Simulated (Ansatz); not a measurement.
(001) slab of diamond, 13.3 Å thick as cut, ended by H

Ansatz, PAW, plane waves, no spin–orbit coupling unless named; atoms relaxed with PBEsol, the curve by HSE06. The curve holds the local part of the PAW potentials, so its shape inside matter depends on the files.

```cif
data_structure
_symmetry_space_group_name_H-M 'P 1'
_symmetry_Int_Tables_number 1
_cell_length_a 2.5129
_cell_length_b 2.5129
_cell_length_c 28.8268
_cell_angle_alpha 90.000
_cell_angle_beta 90.000
_cell_angle_gamma 90.000
_cell_volume 182.03
loop_
_atom_site_label
_atom_site_type_symbol
_atom_site_fract_x
_atom_site_fract_y
_atom_site_fract_z
_atom_site_occupancy
C1 C 0.99843 0.01490 0.27031 1
C2 C 0.99841 0.95846 0.39207 1
C3 C 0.99834 0.95825 0.51533 1
C4 C 0.99840 0.95821 0.63861 1
C5 C 0.49843 0.95439 0.29934 1
C6 C 0.49841 0.95829 0.42287 1
C7 C 0.49834 0.95824 0.54614 1
C8 C 0.49840 0.95577 0.66934 1
C9 C 0.99843 0.45825 0.36122 1
C10 C 0.99836 0.45825 0.48451 1
C11 C 0.99836 0.45841 0.60777 1
C12 C 0.99846 0.51475 0.72952 1
C13 C 0.49843 0.45582 0.33049 1
C14 C 0.49837 0.45827 0.45370 1
C15 C 0.49835 0.45826 0.57696 1
C16 C 0.49845 0.45433 0.70049 1
H1 H 0.99842 0.86904 0.23386 1
H2 H 0.99844 0.41600 0.26062 1
H3 H 0.99853 0.36860 0.76597 1
H4 H 0.99850 0.91582 0.73922 1
```

Planar mean of the electrostatic potential energy along the normal, from the vacuum level:

| z (Å) | v (eV) |
| --- | --- |
| 0.00 | 0.00 |
| 0.29 | 0.00 |
| 0.72 | 0.00 |
| 1.01 | 0.00 |
| 1.30 | 0.00 |
| 1.73 | 0.00 |
| 2.02 | 0.00 |
| 2.31 | 0.00 |
| 2.74 | 0.00 |
| 3.03 | 0.00 |
| 3.32 | 0.00 |
| 3.75 | 0.00 |
| 4.04 | -0.01 |
| 4.32 | -0.01 |
| 4.76 | -0.02 |
| 5.04 | -0.05 |
| 5.33 | -0.09 |
| 5.77 | -0.31 |
| 6.05 | -0.69 |
| 6.34 | -1.64 |
| 6.77 | -4.79 |
| 7.06 | -4.43 |
| 7.49 | -13.76 |
| 7.78 | -16.25 |
| 8.07 | -14.41 |
| 8.50 | -15.27 |
| 8.79 | -14.72 |
| 9.08 | -13.05 |
| 9.51 | -15.40 |
| 9.80 | -13.85 |
| 10.09 | -13.57 |
| 10.52 | -15.08 |
| 10.81 | -13.26 |
| 11.10 | -14.36 |
| 11.53 | -14.17 |
| 11.82 | -13.35 |
| 12.11 | -15.23 |
| 12.54 | -13.42 |
| 12.83 | -14.00 |
| 13.12 | -15.40 |
| 13.55 | -13.25 |
| 13.84 | -14.95 |
| 14.13 | -14.74 |
| 14.56 | -13.68 |
| 14.85 | -15.44 |
| 15.13 | -13.80 |
| 15.57 | -14.59 |
| 15.85 | -15.07 |
| 16.14 | -13.27 |
| 16.58 | -15.34 |
| 16.86 | -14.15 |
| 17.15 | -13.36 |
| 17.58 | -15.31 |
| 17.87 | -13.39 |
| 18.16 | -14.00 |
| 18.59 | -14.54 |
| 18.88 | -13.29 |
| 19.17 | -14.97 |
| 19.60 | -13.48 |
| 19.89 | -13.55 |
| 20.18 | -15.56 |
| 20.61 | -14.19 |
| 20.90 | -15.31 |
| 21.19 | -15.93 |
| 21.62 | -6.11 |
| 21.91 | -4.59 |
| 22.34 | -2.84 |
| 22.63 | -1.00 |
| 22.92 | -0.44 |
| 23.35 | -0.14 |
| 23.64 | -0.07 |
| 23.93 | -0.04 |
| 24.36 | -0.01 |
| 24.65 | -0.01 |
| 24.94 | 0.00 |
| 25.37 | 0.00 |
| 25.66 | 0.00 |
| 25.94 | 0.00 |
| 26.38 | 0.00 |
| 26.66 | 0.00 |
| 26.95 | 0.00 |
| 27.39 | 0.00 |
| 27.67 | 0.00 |
| 27.96 | 0.00 |
| 28.39 | 0.00 |
| 28.68 | 0.00 |

Problem. How far below the vacuum level do the top filled and the lowest empty level lie, by each functional?

Solution. PBEsol: 2.90 and 0.80 eV (gap 2.10 eV, a 6×6×1 mesh); HSE06: 3.50 and 0.70 eV (gap 2.80 eV, a 4×4×1 mesh). Either level can be a surface state and not a band edge of the crystal.

Both functionals leave a gap far below that of bulk diamond, and confinement can't be the cause, since it would widen the gap. The lowest empty level is probably a surface state spread largely into the vacuum just outside the hydrogen. This would also fit its small shift between functionals, from 0.80 to 0.70 eV below vacuum, while the top filled level drops from 2.90 to 3.50 eV. Carbon is more electronegative than hydrogen, so the C–H dipoles point their positive ends outward and raise the crystal's levels towards vacuum. An empty level below vacuum therefore doesn't contradict the negative electron affinity known for hydrogenated diamond, which concerns the bulk conduction edge.

The coordinates show a tilted dihydride in which hydrogens of neighbouring CH₂ groups lie closer together than the two within one group. Such crowding is strongly repulsive, and the tilt relieves it only in part. The single-width cell rules out the dimerised monohydride usually found on this face, so these levels shouldn't be carried over to that surface.
